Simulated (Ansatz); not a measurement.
The system is Sn.

```
Sn
1.0
    -1.72654    1.77555    2.33834
     1.72654   -1.77555    2.33834
     1.72654    1.77555   -2.33834
Sn
1
Direct
  0.00000 0.00000 0.00000
```

This isn't the form of Sn at room conditions, which is tetragonal (white tin).

Base run:

| Item | Value |
| --- | --- |
| Program | Ansatz 0.2.0 |
| Functional | PBE |
| Potentials or basis | Ansatz PAW |
| Cutoff | 420 eV (not typed: the program's choice for these potentials) |
| k mesh | 11 × 11 × 11 |
| Occupations | fermi-dirac, width 0.05 eV |
| Spin | no spin polarisation |

Its results: band gap on the k mesh none (metal or under the smearing width); pressure -1.0 GPa.

Question: The run is repeated on the same cell with these changes: functional from PBE to LDA. What comes out?

Answer: Band gap on the k mesh none (metal or under the smearing width); pressure -4.8 GPa.

LDA binds more tightly than PBE, so the same cell stands under less pressure.

Caveats: spin-orbit coupling is left out, which moves the levels of the heavy elements; the PAW data sets come from PBE, with cores solved anew for the run's functional, which leaves a small shift of forces and pressure (some runs).
